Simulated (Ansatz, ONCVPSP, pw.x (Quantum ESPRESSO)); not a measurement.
**What a changed setting does to a pw.x run (bcc Si)**

Potential: optimised norm-conserving Vanderbilt (ONCV), ONCVPSP 4.0.1.1 (patched build), LDA (Perdew-Wang 92); core [Ne], reference 3s2 3p2; waves: 3s: rc 1.95 bohr, ncon 4, nbas 9, qcut 4.1 1/bohr, 2 projectors, debl 3.5 Ha; 3p: rc 2.40 bohr, ncon 4, nbas 7, qcut 3.5 1/bohr, 2 projectors, debl 1.6 Ha; d scattering state at 0.07 Ha: rc 2.15 bohr, ncon 3, nbas 6, qcut 5.3 1/bohr, 3 projectors, debl 1.8 Ha; local part: polynomial inside 1.65 bohr (lpopt 5, dvloc0 3 Ha); core correction: none.

The reference run (k-mesh 15³, cutoffs 35/140 Ry, Fermi–Dirac 0.01 Ry, mixing_beta 0.4, conv_thr 1e-9, no spin) gives 0.12 GPa at 14.087 Å³/atom, where all-electron LAPW gives 0.22 GPa. This run, with its own iteration cap, changes nspin = 2 with starting_magnetization to 0.2.

```
&control
  calculation='scf', prefix='x', pseudo_dir='./', outdir='./tmp', tstress=.true., disk_io='none'
/
&system
  ibrav=0, nat=1, ntyp=1, ecutwfc=35, ecutrho=140, nbnd=9,
  occupations='smearing', smearing='fd', degauss=0.01, nspin=2, starting_magnetization(1)=0.2
/
&electrons
  conv_thr=1e-09, mixing_beta=0.4, electron_maxstep=70
/
ATOMIC_SPECIES
Si 1.0 Si.UPF
CELL_PARAMETERS angstrom
  -1.52143303 1.52143303 1.52143303
  1.52143303 -1.52143303 1.52143303
  1.52143303 1.52143303 -1.52143303
ATOMIC_POSITIONS crystal
Si 0.0000 0.0000 0.0000
K_POINTS automatic
15 15 15 0 0 0
```

```bash
pw.x < Si.scf.in > Si.scf.out
```

**Question.** How does the run end?

**Answer.** It converges in 6 iterations; the free energy moves by +0.0 meV/atom and the pressure by +0.00 GPa. The result is that of the reference run.

```
Message from routine setup:
     using ibrav=0 with symmetry is DISCOURAGED, use correct ibrav instead
     lattice parameter (alat)  =       4.9798  a.u.
     unit-cell volume          =      95.0638 (a.u.)^3
     number of electrons       =         4.00
     number of Kohn-Sham states=            9
     kinetic-energy cutoff     =      35.0000  Ry
     charge density cutoff     =     140.0000  Ry
     scf convergence threshold =      1.0E-09
     Exchange-correlation= SLA  PW   NOGX NOGC
     atomic species   magnetization
     number of k points=   120  Fermi-Dirac smearing, width (Ry)=  0.0100
     iteration #  1     ecut=    35.00 Ry     beta= 0.40
     total energy              =      -7.90591266 Ry
     estimated scf accuracy    <       0.00453370 Ry
     total magnetization       =     0.19 Bohr mag/cell
     absolute magnetization    =     0.19 Bohr mag/cell
     iteration #  2     ecut=    35.00 Ry     beta= 0.40
     total energy              =      -7.90974145 Ry
     estimated scf accuracy    <       0.00164120 Ry
     total magnetization       =     0.13 Bohr mag/cell
     absolute magnetization    =     0.13 Bohr mag/cell
     iteration #  3     ecut=    35.00 Ry     beta= 0.40
     total energy              =      -7.91087077 Ry
     estimated scf accuracy    <       0.00005454 Ry
     total magnetization       =     0.03 Bohr mag/cell
     absolute magnetization    =     0.03 Bohr mag/cell
     iteration #  4     ecut=    35.00 Ry     beta= 0.40
     total energy              =      -7.91096324 Ry
     estimated scf accuracy    <       0.00000074 Ry
     total magnetization       =     0.00 Bohr mag/cell
     absolute magnetization    =     0.00 Bohr mag/cell
     iteration #  5     ecut=    35.00 Ry     beta= 0.40
     total energy              =      -7.91096482 Ry
     estimated scf accuracy    <       0.00000015 Ry
     total magnetization       =    -0.00 Bohr mag/cell
     absolute magnetization    =     0.00 Bohr mag/cell
     iteration #  6     ecut=    35.00 Ry     beta= 0.40
     the Fermi energy is    10.7293 ev
!    total energy              =      -7.91096486 Ry
     estimated scf accuracy    <          9.9E-10 Ry
     smearing contrib. (-TS)   =      -0.00182943 Ry
     The total energy is F=E-TS. E is the sum of the following terms:
     one-electron contribution =       4.64724812 Ry
     hartree contribution      =       0.02829982 Ry
     xc contribution           =      -2.45844379 Ry
     ewald contribution        =     -10.12623959 Ry
     total magnetization       =    -0.00 Bohr mag/cell
     absolute magnetization    =     0.00 Bohr mag/cell
     convergence has been achieved in   6 iterations
          total   stress  (Ry/bohr**3)                   (kbar)     P=        1.21
     Message from routine punch:
     Nothing written, as per user request (disk_io='none')
```

The run took about 5.3 s on one core of a shared host (Intel(R) Xeon(R) 6975P-C, 192 threads, 756 GiB, load 195).
